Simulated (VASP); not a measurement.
# TiB: single point with LDA

The system is TiB.

```
CELL_PARAMETERS angstrom
0.00000 2.42911 2.42911
2.42911 0.00000 2.42911
2.42911 2.42911 0.00000
ATOMIC_POSITIONS crystal
Ti 0.75000 0.75000 0.75000
B 0.00000 0.00000 0.00000
```

The cell isn't the ideal one: relaxed again under DFT LDA, scalar-relativistic, plane waves, PAW.

| Property | Result |
| --- | --- |
| Program | VASP 6.6.1 |
| Task | single point |
| Functional | LDA |
| Potentials or basis | VASP PAW LDA potentials, release 64 (Ti_sv, B) |
| Cutoff | 520 eV |
| k mesh | 14 × 14 × 14 |
| Occupations | gaussian, width 0.1 eV |
| Spin | no spin polarisation |

The pressure is 0.1 GPa and the band gap on the k mesh is none (metal or under the smearing width).

Levels at points of the mesh, in eV from the Fermi level:
```tsv
k point	band 5	band 6	band 7	band 8	band 9	band 10	band 11	band 12
(0.00, 0.00, 0.00)	-7.79	-1.07	-1.07	-1.07	2.21	2.21	8.65	8.87
(0.50, 0.00, 0.00)	-5.35	-2.33	-0.62	-0.62	2.66	2.66	3.45	6.72
(0.50, 0.50, 0.00)	-4.47	-2.97	0.66	0.96	0.96	2.96	3.98	3.98
```

Wall time 20 s on 1 thread of Intel(R) Xeon(R) 6975P-C (Granite Rapids), with other jobs on the host, peak memory 0.17 GiB.
